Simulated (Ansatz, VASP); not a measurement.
One calculation of BaTiO3 (Barioperovskite), two programs

```xyz
5
Lattice="4.0637 0.0000 0.0000 0.0000 2.8925 2.9010 0.0000 -2.8925 2.9010" Properties=species:S:1:pos:R:3 pbc="T T T"
Ba    0.0000    0.0000    0.0000
Ti    2.0318    0.0000    2.9729
O     2.0318    1.4075    4.3430
O     2.0318   -1.4075    4.3430
O     0.0000    0.0000    2.8278
```

Alike in both runs: task single point; functional PBE; k mesh 7 × 7 × 7; occupations fermi-dirac, width 0.05 eV; no spin polarisation.

|  | VASP | Ansatz |
| --- | --- | --- |
| version | VASP 6.6.1 | Ansatz 0.2.0 |
| potentials or method | VASP PAW PBE potentials, release 64 (Ba_sv, Ti_sv, O) | Ansatz PAW |
| plane-wave cutoff (eV) | 520 | 420 |
| valence electrons in the cell | 40 | 40 |

VASP gave:

```
gap on the k mesh at the Fermi level (eV)       : 1.79
least direct gap on the mesh (eV)               : 1.98
pressure (GPa)                                  : -5.0
largest component of the traceless stress (GPa) : 0.33
rms of the force components (eV/Å)              : 0.207
```

Which values does Ansatz return?

gap on the k mesh at the Fermi level (eV): 1.85; least direct gap on the mesh (eV): 2.00; pressure (GPa): -6.5; largest component of the traceless stress (GPa): 0.33; rms of the force components (eV/Å): 0.216.

Atom by atom the forces differ by 0.012 eV/Å (rms over components).

Caveats: spin-orbit coupling is left out, which moves the levels of the heavy elements; an odd mesh through Γ misses points on the zone boundary, where band edges often lie (VASP); odd divisions of the mesh miss points on the zone boundary, where band edges often lie, so the gap on the mesh can be too wide (Ansatz); the pressure holds a Pulay correction of +0.5 GPa for the finite cutoff (Ansatz). PBE gaps usually lie below the measured ones, often by a third to a half.
